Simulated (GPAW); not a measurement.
ZrC, 2 atoms in the cell. The structure is cubic, space group Fm-3m (No. 225). The conventional cell has a = 4.730 Å, b = 4.730 Å, c = 4.730 Å, α = 90.00°, β = 90.00°, γ = 90.00°. Zr (site symmetry m-3m) has 6 C at 2.37 Å as nearest neighbours. C (site symmetry m-3m) has 6 Zr at 2.37 Å as nearest neighbours. 

```yaml
Program: GPAW 26.7.0
Task: single point
Functional: r2SCAN
Potentials_or_basis: GPAW PAW data sets (gpaw-data 1.2.1)
Cutoff: 600 eV
Basis: pw
k_mesh: 8 × 8 × 8
Occupations: fermi-dirac, width 0.05 eV
Spin: no spin polarisation
Maxiter: 120
Convergence: default
```

Potentials or basis: GPAW PAW data sets (gpaw-data 1.2.1), pw.

Run with:

```bash
$ OMP_NUM_THREADS=1 python run.py
```

Hardware: 1 thread of Arm Neoverse V2, on a shared host.

Task: Estimate the wall time of this run.

Result: It took 20 s on 1 thread of Arm Neoverse V2 (shared host), peak memory 0.25 GiB. Counts: scf iterations 10, plane waves 903, bands 18, k points 29.
